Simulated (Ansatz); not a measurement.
WS2 under changes of volume

One of the cells (49.592 Å³/atom); the others are scaled copies at fixed shape and fractional positions:

```
W S
1.0
     3.18352    0.00000    0.00000
    -1.59176    2.75701    0.00000
     0.00000    0.00000   16.95058
W S
1 2
Direct
  0.00000 0.00000 0.00000
  0.33333 0.66667 0.09200
  0.33333 0.66667 0.90800
```

```yaml
Program: Ansatz 0.2.0
Functional: r2SCAN
Potentials_or_basis: Ansatz PAW
Cutoff: "500 eV (not typed: the program's choice for these potentials)"
k_mesh: 10 × 10 × 2
Occupations: fermi-dirac, width 0.05 eV
Spin: no spin polarisation
```

| volume (Å³/atom) | energy over the lowest point (meV/atom) | gap on the mesh (eV) | largest force (eV/Å) |
| --- | --- | --- | --- |
| 46.616 | 35.04 | 2.29 | 1.211 |
| 47.608 | 14.54 | 2.22 | 0.766 |
| 48.600 | ? | ? | ? |
| 49.592 | 0.00 | 2.09 | 0.024 |
| 50.583 | 4.19 | 2.03 | 0.376 |
| 51.575 | 15.00 | 1.97 | 0.701 |
| 52.567 | 31.77 | 1.92 | 1.001 |

What does the run at 48.600 Å³/atom give?

Energy over the lowest point 3.17 meV/atom; gap on the mesh 2.15 eV; largest force 0.355 eV/Å.

Worked out: A Birch-Murnaghan fit of order 3 (a polynomial in V^(-2/3)) to the other rows has its minimum at 49.51 Å³/atom with B0 = V·E''(V) = 60 GPa and B' = 4.3 at fixed shape and positions, which overstates the stiffness. It gives 3.17 meV/atom at 48.600 Å³/atom, against the run's 3.17. A straight line through the other rows of the gap, of slope -3.1 eV per unit of ln V, gives 2.16 eV, against the run's 2.15.

Energies are extrapolated to zero smearing.

Caveats: spin-orbit coupling is left out, which moves the levels of the heavy elements; the PAW data sets come from PBE, with cores solved anew for the run's functional, which leaves a small shift of forces and pressure.

A mesh can miss the band edges.
